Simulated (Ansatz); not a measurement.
# Si16S: the cost of one run

Program: Ansatz 0.2.0. Level of theory: DFT PBE, scalar-relativistic, plane waves, PAW. These are calculated values, not measurements.

4 further runs of the same task are left out: 1 that didn't finish, 3 set aside as unsound or not needed. Runs told in other sessions of the task aren't counted.

**1. The structure to begin with**

It takes space group Pm (No. 6, monoclinic). Conventional cell: a = 6.365 Å, b = 7.702 Å, c = 19.753 Å, α = 90.00°, β = 90.00°, γ = 90.00°. Around Si (site symmetry m) lie 3 Si at 2.36 to 2.38 Å. Si (site symmetry 1) has 4 Si at 2.36 to 2.38 Å in its first shell of neighbours. Si (site symmetry 1) has 4 Si at 2.31 to 2.38 Å in its first shell of neighbours. Only part of the 13 independent sites is listed.

Coordinates:

```
Si S
1.0
     7.70216    0.00000    0.00000
     0.00000    6.36468    0.00000
     0.00000    0.00000   19.75254
Si S
16 1
Direct
  0.00000 0.93707 0.20251
  0.50000 0.93707 0.20251
  0.00000 0.56293 0.20251
  0.50000 0.56293 0.20251
  0.25000 0.43707 0.25879
  0.75000 0.43707 0.25879
  0.25000 0.06293 0.25879
  0.75000 0.06293 0.25879
  0.25000 0.93330 0.37206
  0.75000 0.93330 0.37206
  0.25000 0.56670 0.37206
  0.75000 0.56670 0.37206
  0.00000 0.42599 0.41780
  0.50000 0.42599 0.41780
  0.00000 0.07401 0.41780
  0.50000 0.07401 0.41780
  0.00000 0.42599 0.52715
```

This is the geometry of the first run shown, built on a cell relaxed beforehand with the same method.

**2. The scan**

Atoms count from 1 in the order of the input.

S is moved over the surface cell; relaxed at each place: the height of the adsorbate's atoms; substrate rigid; the origin of the map has the adsorbate above Si13.

First coordinate, position of S17 along the first surface vector, from above Si13: 6 values from 0.000 to 0.833, periodic. Second coordinate, position of S17 along the second surface vector, from above Si13: 6 values from 0.000 to 0.833, periodic.

Relaxed at each point: the height of the adsorbate's atoms; substrate rigid. Points are written as (first, second).

The two vectors of the plane (Å): (3.851, 0.000, 0.000); (0.000, 6.365, 0.000).

**3. Grid point (0/6, 0/6) of the map's two axes**

input.yaml reads:

```yaml
crystal:
  lattice:
    - [7.7021644573, 0.0, 0.0]
    - [0.0, 6.3646810416, 0.0]
    - [0.0, 0.0, 19.752543545]
  atoms:
    - { symbol: Si, position: [0.0, 0.9370679285, 0.2025055655] }
    - { symbol: Si, position: [0.5, 0.9370679285, 0.2025055655] }
    - { symbol: Si, position: [0.0, 0.5629320715, 0.2025055655] }
    - { symbol: Si, position: [0.5, 0.5629320715, 0.2025055655] }
    - { symbol: Si, position: [0.25, 0.4370679285, 0.2587875161] }
    - { symbol: Si, position: [0.75, 0.4370679285, 0.2587875161] }
    - { symbol: Si, position: [0.25, 0.0629320715, 0.2587875161] }
    - { symbol: Si, position: [0.75, 0.0629320715, 0.2587875161] }
    - { symbol: Si, position: [0.25, 0.9333044709, 0.3720589478] }
    - { symbol: Si, position: [0.75, 0.9333044709, 0.3720589478] }
    - { symbol: Si, position: [0.25, 0.5666955291, 0.3720589478] }
    - { symbol: Si, position: [0.75, 0.5666955291, 0.3720589478] }
    - { symbol: Si, position: [0.0, 0.4259907579, 0.4177964993] }
    - { symbol: Si, position: [0.5, 0.4259907579, 0.4177964993] }
    - { symbol: Si, position: [0.0, 0.0740092421, 0.4177964993] }
    - { symbol: Si, position: [0.5, 0.0740092421, 0.4177964993] }
    - { symbol: S, position: [0.0, 0.4259907579, 0.5271495046], spin: 2.0 }
basis:
  ecutwfc: 420
kpoints:
  mp_grid: { grid: [4, 4, 1] }
hamiltonian:
  xc: pbe
  pseudopotentials: { kind: paw, azcp: { folder: soft_1 } }
scf:
  occupations: { method: gaussian, width: 0.05 }
output:
  forces: true
  eigenvalues: true
  populations: true
magnetization:
  spin_polarized: true
relax:
  adjacent_minimum: "off"
  f_tol: 0.025
  max_steps: 16
  constraints:
    - { sites: [0, 1, 2, 3, 4, 5, 6, 7, 8, 9, 10, 11, 12, 13, 14, 15] }
    - { sites: [16], fix: xy }
efield:
  axis: 3
  dipole_correction: true
  ramp_width: 0.04
```

Launch:

```sh
$ ansatz run input.yaml --threads 4 --pin off --max-ram 12288MiB --backend cpu --events-out ev --progress --plain --runs-dir out
```

Q: Estimate wall time and peak memory on 4 threads of AMD EPYC 9R45 (Zen 5), shared host.

About 51 s, with a peak of 1.9 GiB.
